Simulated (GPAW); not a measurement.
Wanted: an ASE script for a GPAW 26.7.0 run.

| Quantity | Value |
| --- | --- |
| Task | band structure |
| Functional | LDA |
| Potentials or basis | the program's PAW data sets (release 1.2.1) made for this functional |
| Cutoff | 600 eV |
| Basis | pw |
| k mesh | 8 × 8 × 6 |
| Occupations | fermi-dirac, width 0.05 eV |
| Spin | no spin polarisation |
| Maxiter | 150 |
| Band path | GXSRAZGYX1A1TY,ZT |
| Band points | 60 |

TiSi:

```
Ti Si
1.0
     1.81618   -2.11762    0.00000
     1.81618    2.11762    0.00000
     0.00000    0.00000    3.80393
Ti Si
1 1
Direct
  0.50000 0.50000 0.00000
  0.00000 0.00000 0.50000
```

The cell comes from a database or a generator and needn't be the stable form of this composition.

One way to write it, as run:

run.py

```python
from ase import Atoms
from ase.dft.bandgap import bandgap
from ase.io import write
from ase.units import GPa
from gpaw import GPAW, PW

atoms = Atoms(['Ti', 'Si'],
              cell=[[1.816178, -2.117624, 0.0],
                    [1.816178, 2.117624, 0.0],
                    [0.0, 0.0, 3.803934]],
              scaled_positions=[[0.5, 0.5, 0.0],
                                [0.0, 0.0, 0.5]],
              pbc=True)

calc = GPAW(mode=PW(600),
            xc='LDA',
            kpts={'size': (8, 8, 6), 'gamma': True},
            occupations={'name': 'fermi-dirac', 'width': 0.05},
            nbands=18,
            convergence={'density': 1e-05, 'energy': 1e-05},
            maxiter=150,
            txt='gpaw.txt')
atoms.calc = calc
energy = atoms.get_potential_energy()
forces = atoms.get_forces()
stress = atoms.get_stress()
calc.write('gs.gpw')
write('result.traj', atoms)
print(f'Energy: {energy:.6f} eV')
print('Forces (eV/A):')
print(forces.round(4))
print('Stress (GPa):', (stress / GPa).round(3))
print('Fermi level:', round(calc.get_fermi_level(), 4), 'eV')
print(f'Gap: {bandgap(calc)[0]:.4f} eV, direct: {bandgap(calc, direct=True)[0]:.4f} eV')

path = atoms.cell.bandpath('GXSRAZGYX1A1TY,ZT', npoints=60, eps=1e-4)
bs_calc = calc.fixed_density(kpts=path, symmetry='off', nbands=27,
                             convergence={'bands': 'CBM+6.0', 'eigenstates': 1e-6}, txt='bands.txt')
bs = bs_calc.band_structure()
bs.write('bs.json')
print(f'Gap on the path: {bandgap(bs_calc)[0]:.4f} eV')
```

Potentials or basis: the program's PAW data sets (release 1.2.1) made for this functional, pw.

Command:

```sh
$ OMP_NUM_THREADS=1 python run.py
```

Results of the run:

```
Pressure                : -7.5 GPa
Band gap along the path : none (metal or under the smearing width)
```

Wall time 33 s on 1 thread of Arm Neoverse V1, with other jobs on the host, peak memory 0.22 GiB.
